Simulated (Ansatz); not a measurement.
# InP: the cost of one run

Program: Ansatz 0.2.0. Level of theory: DFT PBEsol, scalar-relativistic, plane waves, PAW. These are calculated values, not measurements.

The COD entry's cell or inner coordinates are ideal or old and differ from later refinements, so a difference from it is no clean test against experiment.

3 further runs of the same task are left out: 3 set aside as unsound or not needed.

**1. Starting point**

It takes space group F-43m (No. 216, cubic). The conventional cell has a = 5.878 Å, b = 5.878 Å, c = 5.878 Å, α = 90.00°, β = 90.00°, γ = 90.00°. In (site symmetry -43m) has 4 P at 2.55 Å as nearest neighbours. Around P (site symmetry -43m) lie 4 In at 2.55 Å.

Structure file:

```cif
data_structure
_symmetry_space_group_name_H-M 'F-43m'
_symmetry_Int_Tables_number 216
_cell_length_a 5.8782
_cell_length_b 5.8782
_cell_length_c 5.8782
_cell_angle_alpha 90.000
_cell_angle_beta 90.000
_cell_angle_gamma 90.000
_cell_volume 203.11
loop_
_atom_site_label
_atom_site_type_symbol
_atom_site_symmetry_multiplicity
_atom_site_Wyckoff_symbol
_atom_site_fract_x
_atom_site_fract_y
_atom_site_fract_z
_atom_site_occupancy
In1 In 4 a 0.00000 0.00000 0.00000 1
P1 P 4 c 0.25000 0.25000 0.25000 1
```

This cell was relaxed beforehand with the same method: volume 25.39 Å³/atom, gap on the mesh 0.57 eV.

**2. Relaxing at 6 GPa**

At a set pressure the run lowers the enthalpy E + PV, so the energy alone may rise along the way.

Input file input.yaml:

```yaml
crystal:
  lattice:
    - [0.0, 2.9390910429, 2.9390910429]
    - [2.9390910429, 0.0, 2.9390910429]
    - [2.9390910429, 2.9390910429, 0.0]
  atoms:
    - { symbol: In, position: [0.0, 0.0, 0.0] }
    - { symbol: P, position: [0.75, 0.75, 0.75] }
basis:
  ecutwfc: 420
kpoints:
  mp_grid: { grid: [10, 10, 10] }
hamiltonian:
  xc: pbesol
scf:
  occupations: { method: fixed }
output:
  forces: true
  stress: true
  eigenvalues: true
relax:
  adjacent_minimum: "off"
  f_tol: 0.001
  max_steps: 60
  cell: { stress_tol: 0.02, p_target: 6.0 }
```

Launch:

```bash
$ ansatz run input.yaml --threads 1 --pin off --max-ram 3072MiB --backend cpu --events-out ev --progress --plain --runs-dir out
```

What time and memory should one allow on 1 thread of Arm Neoverse V2, shared host?

About 27 s, with a peak of 0.34 GiB.
